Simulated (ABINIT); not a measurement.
Write the native input for ABINIT 10.8.3 (patched build) that does the following.

```
Task                                            : band structure
Functional                                      : PBE
Potentials or basis                             : JTH PAW PBE v2.0
Cutoff                                          : 463 eV
k mesh                                          : 9 × 9 × 5
Occupations                                     : fermi-dirac, width 0.05 eV
Spin                                            : spin-orbit coupling, no magnetisation
Fine-grid cutoff                                : 925.187 eV
Exchange and correlation inside the PAW spheres : full angular mesh (pawxcdev 0, this build's default; the released program takes 1)
```

Crystal: Zr.

```
CELL_PARAMETERS angstrom
3.23200 0.00000 0.00000
-1.61600 2.79899 0.00000
0.00000 0.00000 5.14700
ATOMIC_POSITIONS crystal
Zr 0.66667 0.33333 0.75000
Zr 0.33333 0.66667 0.25000
```

One way to write it, as run:

run.abi

```
# Datasets: ground state, then fixed potential
ndtset 2

# Pseudopotentials
pp_dirpath "./"
pseudos "Zr.GGA_PBE-JTH.xml"

# Structure
acell 6.1075948348 6.1075948347 9.7264203634
rprim
     1.0000000000     0.0000000000     0.0000000000
    -0.5000000000     0.8660254038     0.0000000000
     0.0000000000     0.0000000000     1.0000000000
ntypat 1
znucl 40
natom 2
typat 1 1
xred
     0.6666666667     0.3333333333     0.7500000000
     0.3333333333     0.6666666667     0.2500000000

# Plane-wave basis
ecut 17.0
pawecutdg 34.0

# Exchange and correlation
ixc 11

# Bands and occupations
occopt 3
tsmear 0.05 eV

# Spin
nspinor 2
nspden 1
pawspnorb 1

# SCF cycle
nstep 100

# Output
iomode 3
prtwf 0
prteig 0
prtebands 0
prtden1 1

# Dataset 1
kptopt1 4
ngkpt1 9 9 5
nshiftk1 1
shiftk1 0.0 0.0 0.0
nband1 32
tolvrs1 1.0e-9

# Dataset 2: bands along G-M-K-G-A-L-H-A
iscf2 -2
getden2 1
nband2 44
nbdbuf2 8
tolwfr2 1.0e-11
kptopt2 -7
ndivsm2 8
prteig2 1
prtvol2 -3
kptbounds2
     0.0000000000     0.0000000000     0.0000000000
     0.5000000000     0.0000000000     0.0000000000
     0.3333333333     0.3333333333     0.0000000000
     0.0000000000     0.0000000000     0.0000000000
     0.0000000000     0.0000000000     0.5000000000
     0.5000000000     0.0000000000     0.5000000000
     0.3333333333     0.3333333333     0.5000000000
     0.0000000000     0.0000000000     0.5000000000
```

Potentials or basis: JTH PAW PBE v2.0.

Launch:

```console
$ abinit run.abi > log 2>&1
```

It gave:

The pressure is 0.4 GPa. The band gap on the k mesh is none (metal or under the smearing width) and the valence electrons inside the program's atomic spheres are Zr 9.01 (radii [1.1749] Å).

It took 4.5 min on 1 thread of Intel(R) Xeon(R) Platinum 8259CL CPU @ 2.50GHz (Skylake/Cascade Lake) (shared host), peak memory 0.22 GiB.
